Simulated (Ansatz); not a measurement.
Crystal: SiNi3.

```xyz
4
Lattice="3.5420 0.0000 0.0000 0.0000 3.5420 0.0000 0.0000 0.0000 3.5420" Properties=species:S:1:pos:R:3 pbc="T T T"
Ni    1.7710    1.7710    0.0000
Ni    1.7710    0.0000    1.7710
Ni    0.0000    1.7710    1.7710
Si    0.0000    0.0000    0.0000
```

Base run:

| Item | Value |
| --- | --- |
| Program | Ansatz 0.2.0 |
| Functional | PBE |
| Potentials or basis | all-electron LAPW, scalar-relativistic |
| Cutoff | 283 eV (chosen from the basis error) |
| Basis error allowed | 0.002 eV/atom |
| k mesh | 8 × 8 × 8 |
| Occupations | fermi-dirac, width 0.05 eV |
| Spin | collinear spin, ferromagnetic start |
| Starting moments | [1.2, 1.2, 1.2, 0.0] μB |
| Fixed moment | 3.6 μB |

Its results: pressure 5.2 GPa; site moments Ni +1.07; Si +0.29 μB.

Question: After a change of settings the same cell gave: pressure -1.6 GPa; site moments Ni +0.71; Si +0.08 μB. Which change was it?
A. fixed moment from 3.6 μB to 3 μB; moments at the start from [1.2, 1.2, 1.2, 0.0] to [1.0, 1.0, 1.0, 0.0]
B. fixed moment from 3.6 μB to 1.5 μB; moments at the start from [1.2, 1.2, 1.2, 0.0] to [0.5, 0.5, 0.5, 0.0]
C. fixed moment from 3.6 μB to 2.2 μB; moments at the start from [1.2, 1.2, 1.2, 0.0] to [0.73, 0.73, 0.73, 0.0]
D. fixed moment from 3.6 μB to 0.8 μB; moments at the start from [1.2, 1.2, 1.2, 0.0] to [0.27, 0.27, 0.27, 0.0]

Answer: C.

Caveats: the total moment is fixed, so each spin has its own Fermi level.
